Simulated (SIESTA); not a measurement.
TaN:

```
Ta N
1.0
     0.00000    2.21132    2.21132
     2.21132    0.00000    2.21132
     2.21132    2.21132    0.00000
Ta N
1 1
Direct
  0.50000 0.50000 0.50000
  0.00000 0.00000 0.00000
```

The cell comes from a database or a generator and needn't be the stable form of this composition.

Base run:

- Program: SIESTA 5.4.2
- Functional: PBE
- Potentials or basis: PseudoDojo 0.4 standard (PBE files)
- Basis: DZP (energy shift 0.003 Ry; two zetas on semicore shells)
- Grid cutoff: 800 Ry
- Energy shift: 0.003 Ry
- k mesh: 10 × 10 × 10
- Occupations: fermi-dirac, width 0.05 eV
- Spin: no spin polarisation

Its results: band gap on the k mesh none (metal or under the smearing width); pressure 5.1 GPa.

The run is repeated on the same cell with these changes: hubbard terms from none to Ta d U = 8 eV. What comes out?

Band gap on the k mesh none (metal or under the smearing width); pressure 10.4 GPa.

Caveats: short orbitals over semicore shells can move pressures by several GPa; the basis of atomic orbitals isn't converged, which shifts pressures, moduli and gaps; U without spin polarisation on a metal has little footing (some runs).
